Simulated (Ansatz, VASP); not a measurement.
# Two plane-wave programs on MgI2

```
Mg I
1.0
     4.15370    0.00000    0.00000
    -2.07685    3.59721    0.00000
     0.00000    0.00000    6.86200
Mg I
1 2
Direct
  0.97915 0.95830 0.04372
  0.33333 0.66667 0.75763
  0.66667 0.33333 0.24237
```

Alike in both runs: task single point; functional PBEsol; k mesh 6 × 6 × 4; occupations gaussian, width 0.05 eV; no spin polarisation.

```csv
,VASP,Ansatz
version,VASP 6.6.1,Ansatz 0.2.0
potentials or method,"VASP PAW PBE potentials, release 64 (Mg, I)","scalar-relativistic, plane waves, PAW"
plane-wave cutoff (eV),520,420
valence electrons in the cell,16,44
```

Ansatz gave:

* gap on the k mesh at the Fermi level (eV): 2.79
* least direct gap on the mesh (eV): 2.80
* pressure (GPa): 0.7
* largest component of the traceless stress (GPa): 1.38
* rms of the force components (eV/Å): 0.748

What did VASP give for the same quantities?

gap on the k mesh at the Fermi level (eV): 2.77; least direct gap on the mesh (eV): 2.79; pressure (GPa): 0.7; largest component of the traceless stress (GPa): 1.39; rms of the force components (eV/Å): 0.750.

Atom by atom the forces differ by 0.003 eV/Å (rms over components). The functional is the same, so the differences come from potentials, cutoffs and numerics. The two sets of potentials don't hold the same shells in valence.

Caveats: the PAW data sets were made with another functional, which shifts forces and pressure a little (VASP); spin-orbit coupling is left out, which moves the levels of the heavy elements; this functional lacks dispersion, which binds the layers, so the pressure and a relaxed spacing across them are unreliable. A k mesh can miss the band edges.
